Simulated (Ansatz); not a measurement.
**InP (Fm-3m): from the listed cell to zero pressure**

Aim: the volume at which the pressure of InP (Fm-3m) vanishes.

Computed with Ansatz 0.2.0 (DFT PBEsol, scalar-relativistic, plane waves, PAW, unless a step's input says otherwise).

### Step 1. Starting point

It takes space group Fm-3m (No. 225, cubic). Conventional cell: a = 5.538 Å, b = 5.538 Å, c = 5.538 Å, α = 90.00°, β = 90.00°, γ = 90.00°. In (site symmetry m-3m) is surrounded by 6 P at 2.77 Å. P (site symmetry m-3m) has 6 In at 2.77 Å as nearest neighbours.

As a file:

```cif
data_structure
_symmetry_space_group_name_H-M 'Fm-3m'
_symmetry_Int_Tables_number 225
_cell_length_a 5.5377
_cell_length_b 5.5377
_cell_length_c 5.5377
_cell_angle_alpha 90.000
_cell_angle_beta 90.000
_cell_angle_gamma 90.000
_cell_volume 169.82
loop_
_atom_site_label
_atom_site_type_symbol
_atom_site_symmetry_multiplicity
_atom_site_Wyckoff_symbol
_atom_site_fract_x
_atom_site_fract_y
_atom_site_fract_z
_atom_site_occupancy
In1 In 4 a 0.00000 0.00000 0.00000 1
P1 P 4 b 0.50000 0.00000 0.00000 1
```

### Step 2. First run, at the start cell

Contents of input.yaml:

```yaml
crystal:
  lattice:
    - [0.0, 2.768834, 2.768834]
    - [2.768834, 0.0, 2.768834]
    - [2.768834, 2.768834, 0.0]
  atoms:
    - { symbol: In, position: [0.0, 0.0, 0.0] }
    - { symbol: P, position: [0.5, 0.5, 0.5] }
basis:
  ecutwfc: 420
  ecutrho_ratio: 4
kpoints:
  mp_grid: { grid: [14, 14, 14] }
hamiltonian:
  xc: pbesol
scf:
  occupations: { method: gaussian, width: 0.05 }
output:
  forces: true
  stress: true
  eigenvalues: true
```

Run with:

```console
$ ansatz run input.yaml --threads 1 --pin off --max-ram 2560MiB --backend cpu --events-out ev --progress --plain --runs-dir out
```

Output:

```text
Warning: RAYON_NUM_THREADS=1 ignored (pool sized by the plan → 1); use --threads N
Engine: ansatz 0.2.0, x86_64-unknown-linux-gnu
Pseudopotentials: kind: paw
Pseudopotential: In, paw, valence charge 13, recommended cutoff 420 eV (normal), In.paw.azcp
Pseudopotential: P, paw, valence charge 5, recommended cutoff 420 eV (normal), P.paw.azcp
Functional definition: PBEsol
  exchange = pbesol_x
  correlation = pbesol_c
Crystal: 2 atoms, lattice volume = 42.454 Å³
Basis set: ecut = 420 eV, 869 PW (Γ), exchange–correlation on 54×54×54 points (8 copies of the dense FFT grid, shifted against one another)
Bands: 13, of which v1, the nominal top of the filled ones, is band 9 counted from 1 (8 counted from 0)
Symmetry: 48 space group operations
Space group: Fm-3m (ITA 225), of the structure as read, at distance tolerance 3.5e-5 Å
k-points: 104 of 2744
Non-local potential: In, projectors of the file, l = 0: 2, l = 1: 2, l = 2: 2, l = 3: 2
Non-local potential: P, projectors of the file, l = 0: 2, l = 1: 2, l = 2: 2
PAW form: soft (Blöchl's): semilocal exchange-correlation on the pseudo side does not see the compensation charge
PAW frozen core: In, regenerated for the run's functional, and the local potential with it (the file was generated under x = pbe(κ = 0.804, μ = 0.2195149727645171), c = pbe(β = 0.06672455060314922))
PAW frozen core: P, regenerated for the run's functional, and the local potential with it (the file was generated under x = pbe(κ = 0.804, μ = 0.2195149727645171), c = pbe(β = 0.06672455060314922))
PAW one-centre angular grid: In, 590 points (default); XC on 64 Gauss nodes
PAW one-centre angular grid: P, 110 points (default); XC on 64 Gauss nodes
Initial density: superposition of atomic densities (neutral atoms: chi_scale 0, normalization atom), corrected by the library's trained network
Initial wavefunctions: pseudopotential atomic-orbital guess
Functional: x = pbesol(κ = 0.804, μ = 0.12345679012345678), c = pbesol(β = 0.046)
SCF iter   1: F=—  HF=-6265.499061 eV  |F-HF|=—  |Δ(HF+E_count)|=         —  Δρ=6.88e-3  dr2=3.39e-2  ethr=1.77e-3  ⟨swp⟩=6.2  Hψ=8859  notcnv=0
preconditioner: auto → Kerker (q_TF=auto, 2.365 Å⁻¹)  [metal: Δε(μ)=0.039 eV  Ē_g=14.681 eV  σ=0.050 eV  W_gap=0.41  n_scr=14 (ndim 8)  ℏωp=24.2 eV  f_vac=0.000  D(μ)=1.21/eV (n_scr^D=14)]
SCF iter   2: F=—  HF=-6265.489724 eV  |F-HF|=—  |Δ(HF+E_count)|=   9.34e-3  Δρ=3.95e-3  dr2=1.03e-2  ethr=1.88e-4  ⟨swp⟩=1.8  Hψ=2379  notcnv=0
SCF iter   3: F=—  HF=-6265.486564 eV  |F-HF|=—  |Δ(HF+E_count)|=   3.16e-3  Δρ=1.03e-3  dr2=2.73e-4  ethr=5.73e-5  ⟨swp⟩=2.7  Hψ=2609  notcnv=0
SCF iter   4: F=—  HF=-6265.486516 eV  |F-HF|=—  |Δ(HF+E_count)|=   4.78e-5  Δρ=3.98e-4  dr2=5.14e-5  ethr=1.52e-6  ⟨swp⟩=2.2  Hψ=2156  notcnv=0
SCF iter   5: F=—  HF=-6265.486529 eV  |F-HF|=—  |Δ(HF+E_count)|=   1.29e-5  Δρ=1.25e-4  dr2=6.08e-6  ethr=2.86e-7  ⟨swp⟩=2.4  Hψ=2150  notcnv=0
SCF iter   6: F=—  HF=-6265.486529 eV  |F-HF|=—  |Δ(HF+E_count)|=   3.64e-7  Δρ=2.30e-5  dr2=3.07e-7  ethr=3.38e-8  ⟨swp⟩=2.1  Hψ=2157  notcnv=0
SCF iter   7: F=-6265.486529 eV  HF=-6265.486529 eV  |F-HF|=7.69e-10  |Δ(HF+E_count)|=   5.05e-9  Δρ=3.72e-6  dr2=4.78e-9  ethr=5.56e-10  ⟨swp⟩=6.6  Hψ=6670  notcnv=0
SCF 1 converged in 7 iterations: F = -6265.486529 eV  dr2 = 4.78e-9
SCF converged after 7 iterations
Free energy (F): -6265.486529 eV
Harris-Foulkes:  -6265.486529 eV  (|F-HF|=7.69e-10)
Internal energy: -6265.484766 eV  (E = F + TS)
E sigma→0 (E₀):  -6265.485647 eV
Entropy (-TS):   -0.001763 eV (-0.881 meV/atom)
Fermi energy:    9.024363 eV
--- Per-component energies (eV) ---
  E_band       = -15.033976
  E_kinetic    = 311.700910
  E_local      = -1195.841211  (includes V_loc(G=0)·N_el)
  E_nonlocal   = 402.828089
  E_hartree    = 468.533143
  E_xc         = -273.748740
  E_vxc        = -159.700079  (∫ρ·V_xc dr)
  E_paw        = -4638.612831  (= ΣΔE_a)
  E_vpaw       = -311.088936  (= ΣTr[D̂ρ^β])
  E_aug_tail   = 0.000029  (compensation charges beyond the density's cutoff)
  E_ewald      = -1340.626153
  E_core_change = 0.281999  (= ΣΔE_core)
  E_smearing   = -0.001763  (= −TS)
  E_closure    = 0.000000  (closes the sum)
  Σ components = -6265.486529   (vs F -6265.486529, Δ=0.00e0)
--- Forces (eV/Å), atoms counted from 1 ---
  atom   1  In    -0.00000000     0.00000000     0.00000000
  atom   2  P      0.00000000     0.00000000     0.00000000
  max |Σ_I F_I| component: 1.58e-30 eV/Å
--- Stress (GPa, compression-positive) ---
       -3.264327       0.000000       0.000000
       -0.000000      -3.264327      -0.000000
       -0.000000       0.000000      -3.264327
  P = ⅓ Tr σ = -3.2643 GPa (-32.643 kbar)
--- Band table (eV; the first three rows and the last of 104) ---
  k-point 0: bands = ["-5.0666", "-5.0666", "-5.0440", "-5.0440", "-5.0440", "-2.9550", "8.7986", "8.7986", "8.7986", "9.5427", "16.1070", "16.1070", "16.1070"]
  k-point 1: bands = ["-5.0689", "-5.0689", "-5.0441", "-5.0408", "-5.0408", "-2.8910", "7.9497", "8.8088", "8.8088", "10.2959", "15.6470", "16.0569", "16.0569"]
  k-point 2: bands = ["-5.0768", "-5.0768", "-5.0449", "-5.0300", "-5.0300", "-2.7007", "6.7802", "8.8418", "8.8418", "11.1402", "14.9820", "15.3994", "15.3994"]
  k-point 103: bands = ["-5.3040", "-5.0673", "-5.0383", "-5.0002", "-4.9283", "0.3021", "4.3673", "4.8958", "5.4475", "11.0792", "14.0017", "15.0867", "16.3698"]
```

Run time: 5.1 s. Hardware: 1 thread of Intel Xeon at 2.70GHz, shared host; peak memory 0.37 GiB.

Read off: volume 21.227 Å³/atom, pressure -3.26 GPa, metallic.

### Step 3. A new volume, run 2

Edit input.yaml of step 2 so:

```diff
@@ -2,5 +2,5 @@
   lattice:
-    - [0.0, 2.768834, 2.768834]
-    - [2.768834, 0.0, 2.768834]
-    - [2.768834, 2.768834, 0.0]
+    - [0.0, 2.7486012235, 2.7486012235]
+    - [2.7486012235, 0.0, 2.7486012235]
+    - [2.7486012235, 2.7486012235, 0.0]
   atoms:
```

Run with:

```console
$ ansatz run input.yaml --threads 1 --pin off --max-ram 2560MiB --backend cpu --events-out ev --progress --plain --runs-dir out
```

Output:

```text
Warning: RAYON_NUM_THREADS=1 ignored (pool sized by the plan → 1); use --threads N
[... 7 set-up lines as earlier in the session ...]
Crystal: 2 atoms, lattice volume = 41.530 Å³
Basis set: ecut = 420 eV, 869 PW (Γ), exchange–correlation on 54×54×54 points (8 copies of the dense FFT grid, shifted against one another)
Bands: 13, of which v1, the nominal top of the filled ones, is band 9 counted from 1 (8 counted from 0)
[... 2 set-up lines as earlier in the session ...]
k-points: 104 of 2744
[... 10 set-up lines as earlier in the session ...]
SCF iter   1: F=—  HF=-6265.512951 eV  |F-HF|=—  |Δ(HF+E_count)|=         —  Δρ=6.91e-3  dr2=3.26e-2  ethr=1.77e-3  ⟨swp⟩=6.3  Hψ=8851  notcnv=0
preconditioner: auto → Kerker (q_TF=auto, 2.373 Å⁻¹)  [metal: Δε(μ)=0.040 eV  Ē_g=14.779 eV  σ=0.050 eV  W_gap=0.42  n_scr=14 (ndim 8)  ℏωp=24.4 eV  f_vac=0.000  D(μ)=1.18/eV (n_scr^D=8)]
SCF iter   2: F=—  HF=-6265.503928 eV  |F-HF|=—  |Δ(HF+E_count)|=   9.02e-3  Δρ=3.98e-3  dr2=9.88e-3  ethr=1.81e-4  ⟨swp⟩=1.8  Hψ=2381  notcnv=0
SCF iter   3: F=—  HF=-6265.500921 eV  |F-HF|=—  |Δ(HF+E_count)|=   3.01e-3  Δρ=1.09e-3  dr2=2.99e-4  ethr=5.49e-5  ⟨swp⟩=2.9  Hψ=2691  notcnv=0
SCF iter   4: F=—  HF=-6265.500862 eV  |F-HF|=—  |Δ(HF+E_count)|=   5.94e-5  Δρ=4.33e-4  dr2=5.75e-5  ethr=1.66e-6  ⟨swp⟩=2.0  Hψ=2054  notcnv=0
SCF iter   5: F=—  HF=-6265.500876 eV  |F-HF|=—  |Δ(HF+E_count)|=   1.39e-5  Δρ=1.39e-4  dr2=7.08e-6  ethr=3.19e-7  ⟨swp⟩=2.2  Hψ=2118  notcnv=0
SCF iter   6: F=—  HF=-6265.500875 eV  |F-HF|=—  |Δ(HF+E_count)|=   7.00e-7  Δρ=2.79e-5  dr2=4.01e-7  ethr=3.93e-8  ⟨swp⟩=2.1  Hψ=2162  notcnv=0
SCF iter   7: F=-6265.500875 eV  HF=-6265.500875 eV  |F-HF|=1.26e-9  |Δ(HF+E_count)|=   3.37e-8  Δρ=3.48e-6  dr2=5.29e-9  ethr=5.56e-10  ⟨swp⟩=6.6  Hψ=6700  notcnv=0
SCF 1 converged in 7 iterations: F = -6265.500875 eV  dr2 = 5.29e-9
SCF converged after 7 iterations
Free energy (F): -6265.500875 eV
Harris-Foulkes:  -6265.500875 eV  (|F-HF|=1.26e-9)
Internal energy: -6265.499088 eV  (E = F + TS)
E sigma→0 (E₀):  -6265.499982 eV
Entropy (-TS):   -0.001787 eV (-0.893 meV/atom)
Fermi energy:    9.345052 eV
--- Per-component energies (eV) ---
  E_band       = -10.094567
  E_kinetic    = 312.460642
  E_local      = -1181.645546  (includes V_loc(G=0)·N_el)
  E_nonlocal   = 402.927957
  E_hartree    = 463.751860
  E_xc         = -274.100307
  E_vxc        = -160.164296  (∫ρ·V_xc dr)
  E_paw        = -4638.681062  (= ΣΔE_a)
  E_vpaw       = -311.178773  (= ΣTr[D̂ρ^β])
  E_aug_tail   = 0.000029  (compensation charges beyond the density's cutoff)
  E_ewald      = -1350.494659
  E_core_change = 0.281999  (= ΣΔE_core)
  E_smearing   = -0.001787  (= −TS)
  E_closure    = 0.000000  (closes the sum)
  Σ components = -6265.500875   (vs F -6265.500875, Δ=0.00e0)
--- Forces (eV/Å), atoms counted from 1 ---
  atom   1  In    -0.00000000     0.00000000    -0.00000000
  atom   2  P      0.00000000    -0.00000000     0.00000000
  max |Σ_I F_I| component: 2.04e-30 eV/Å
--- Stress (GPa, compression-positive) ---
       -1.677851       0.000000      -0.000000
       -0.000000      -1.677851      -0.000000
       -0.000000      -0.000000      -1.677851
  P = ⅓ Tr σ = -1.6779 GPa (-16.779 kbar)
--- Band table (eV; the first three rows and the last of 104) ---
  k-point 0: bands = ["-4.7768", "-4.7768", "-4.7527", "-4.7527", "-4.7527", "-2.8018", "9.1017", "9.1017", "9.1017", "10.0408", "16.4316", "16.4316", "16.4316"]
  k-point 1: bands = ["-4.7792", "-4.7792", "-4.7528", "-4.7492", "-4.7492", "-2.7362", "8.2881", "9.1126", "9.1126", "10.7546", "15.9760", "16.3941", "16.3941"]
  k-point 2: bands = ["-4.7878", "-4.7878", "-4.7538", "-4.7376", "-4.7376", "-2.5408", "7.1025", "9.1474", "9.1474", "11.5972", "15.3269", "15.7672", "15.7673"]
  k-point 103: bands = ["-5.0350", "-4.7780", "-4.7472", "-4.7060", "-4.6281", "0.6001", "4.6183", "5.0966", "5.6616", "11.4647", "14.3955", "15.4120", "16.7301"]
```

It took 4.2 s on 1 thread of Intel Xeon at 2.70GHz, shared host; peak memory 0.37 GiB.

Read off: volume 20.765 Å³/atom, pressure -1.68 GPa, a metal on this mesh.

### Step 4. Volume adjusted, run 3

Edit input.yaml of step 3 so:

```diff
@@ -2,5 +2,5 @@
   lattice:
-    - [0.0, 2.7486012235, 2.7486012235]
-    - [2.7486012235, 0.0, 2.7486012235]
-    - [2.7486012235, 2.7486012235, 0.0]
+    - [0.0, 2.7293201415, 2.7293201415]
+    - [2.7293201415, 0.0, 2.7293201415]
+    - [2.7293201415, 2.7293201415, 0.0]
   atoms:
```

Run with:

```console
$ ansatz run input.yaml --threads 1 --pin off --max-ram 2560MiB --backend cpu --events-out ev --progress --plain --runs-dir out
```

Output:

```text
Warning: RAYON_NUM_THREADS=1 ignored (pool sized by the plan → 1); use --threads N
[... 7 set-up lines as earlier in the session ...]
Crystal: 2 atoms, lattice volume = 40.662 Å³
Basis set: ecut = 420 eV, 821 PW (Γ), exchange–correlation on 54×54×54 points (8 copies of the dense FFT grid, shifted against one another)
Bands: 13, of which v1, the nominal top of the filled ones, is band 9 counted from 1 (8 counted from 0)
[... 1 set-up line as earlier in the session ...]
Space group: Fm-3m (ITA 225), of the structure as read, at distance tolerance 3.4e-5 Å
k-points: 104 of 2744
[... 10 set-up lines as earlier in the session ...]
SCF iter   1: F=—  HF=-6265.517060 eV  |F-HF|=—  |Δ(HF+E_count)|=         —  Δρ=6.92e-3  dr2=3.12e-2  ethr=1.77e-3  ⟨swp⟩=6.2  Hψ=8850  notcnv=0
preconditioner: auto → Kerker (q_TF=auto, 2.382 Å⁻¹)  [metal: Δε(μ)=0.042 eV  Ē_g=14.875 eV  σ=0.050 eV  W_gap=0.44  n_scr=14 (ndim 8)  ℏωp=24.7 eV  f_vac=0.000  D(μ)=1.21/eV (n_scr^D=14)]
SCF iter   2: F=—  HF=-6265.508384 eV  |F-HF|=—  |Δ(HF+E_count)|=   8.68e-3  Δρ=3.98e-3  dr2=9.36e-3  ethr=1.73e-4  ⟨swp⟩=1.8  Hψ=2373  notcnv=0
SCF iter   3: F=—  HF=-6265.505537 eV  |F-HF|=—  |Δ(HF+E_count)|=   2.85e-3  Δρ=1.12e-3  dr2=3.13e-4  ethr=5.20e-5  ⟨swp⟩=3.0  Hψ=2686  notcnv=0
SCF iter   4: F=—  HF=-6265.505472 eV  |F-HF|=—  |Δ(HF+E_count)|=   6.51e-5  Δρ=4.55e-4  dr2=6.12e-5  ethr=1.74e-6  ⟨swp⟩=2.0  Hψ=2038  notcnv=0
SCF iter   5: F=—  HF=-6265.505482 eV  |F-HF|=—  |Δ(HF+E_count)|=   1.01e-5  Δρ=1.48e-4  dr2=7.72e-6  ethr=3.40e-7  ⟨swp⟩=2.2  Hψ=2103  notcnv=0
SCF iter   6: F=—  HF=-6265.505481 eV  |F-HF|=—  |Δ(HF+E_count)|=   1.02e-6  Δρ=3.24e-5  dr2=4.94e-7  ethr=4.29e-8  ⟨swp⟩=2.2  Hψ=2249  notcnv=0
SCF iter   7: F=-6265.505481 eV  HF=-6265.505481 eV  |F-HF|=2.98e-9  |Δ(HF+E_count)|=   7.06e-8  Δρ=3.50e-6  dr2=6.75e-9  ethr=5.56e-10  ⟨swp⟩=6.7  Hψ=6754  notcnv=0
SCF 1 converged in 7 iterations: F = -6265.505481 eV  dr2 = 6.75e-9
SCF converged after 7 iterations
Free energy (F): -6265.505481 eV
Harris-Foulkes:  -6265.505481 eV  (|F-HF|=2.98e-9)
Internal energy: -6265.503717 eV  (E = F + TS)
E sigma→0 (E₀):  -6265.504599 eV
Entropy (-TS):   -0.001764 eV (-0.882 meV/atom)
Fermi energy:    9.661198 eV
--- Per-component energies (eV) ---
  E_band       = -5.272398
  E_kinetic    = 313.218220
  E_local      = -1167.972585  (includes V_loc(G=0)·N_el)
  E_nonlocal   = 403.030560
  E_hartree    = 459.166702
  E_xc         = -274.447111
  E_vxc        = -160.621456  (∫ρ·V_xc dr)
  E_paw        = -4638.746401  (= ΣΔE_a)
  E_vpaw       = -311.263308  (= ΣTr[D̂ρ^β])
  E_aug_tail   = 0.000029  (compensation charges beyond the density's cutoff)
  E_ewald      = -1360.035130
  E_core_change = 0.281999  (= ΣΔE_core)
  E_smearing   = -0.001764  (= −TS)
  E_closure    = -0.000000  (closes the sum)
  Σ components = -6265.505481   (vs F -6265.505481, Δ=0.00e0)
--- Forces (eV/Å), atoms counted from 1 ---
  atom   1  In    -0.00000000     0.00000000     0.00000000
  atom   2  P      0.00000000    -0.00000000     0.00000000
  max |Σ_I F_I| component: 1.30e-30 eV/Å
--- Stress (GPa, compression-positive) ---
        0.014026      -0.000000      -0.000000
        0.000000       0.014026      -0.000000
       -0.000000      -0.000000       0.014026
  P = ⅓ Tr σ = 0.0140 GPa (0.140 kbar)
--- Band table (eV; the first three rows and the last of 104) ---
  k-point 0: bands = ["-4.4946", "-4.4946", "-4.4690", "-4.4690", "-4.4690", "-2.6522", "9.3991", "9.3991", "9.3991", "10.5306", "16.7498", "16.7498", "16.7498"]
  k-point 1: bands = ["-4.4973", "-4.4973", "-4.4693", "-4.4653", "-4.4653", "-2.5850", "8.6157", "9.4105", "9.4105", "11.2102", "16.2967", "16.7223", "16.7223"]
  k-point 2: bands = ["-4.5066", "-4.5066", "-4.4706", "-4.4529", "-4.4529", "-2.3848", "7.4163", "9.4471", "9.4471", "12.0482", "15.6628", "16.1255", "16.1255"]
  k-point 103: bands = ["-4.7743", "-4.4964", "-4.4639", "-4.4196", "-4.3355", "0.8932", "4.8639", "5.2939", "5.8719", "11.8426", "14.7815", "15.7295", "17.0806"]
```

Wall time 3.5 s (1 thread of Intel Xeon at 2.70GHz, shared host); peak memory 0.37 GiB.

This gives: volume 20.331 Å³/atom, pressure 0.01 GPa, no gap.

### Step 5. The runs together

```tsv
run	functional	volume (Å³/atom)	pressure (GPa)	energy from the first of its functional (meV/atom)	k mesh
1	PBEsol	21.227	-3.26	0.0	14×14×14
2	PBEsol	20.765	-1.68	-7.2	14×14×14
3	PBEsol	20.331	0.01	-9.5	14×14×14
```

### Step 6. What came out

| quantity | value |
| --- | --- |
| volume | 20.331 Å³/atom |
| pressure | 0.01 GPa |
| conventional cell | a = 5.459 Å, b = 5.459 Å, c = 5.459 Å, α = 90.00°, β = 90.00°, γ = 90.00° |
| gap on the mesh | none (metal) |

What this shows: The volume went from 21.23 to 20.33 Å³/atom (-4.2 %), where 0.01 GPa is left.
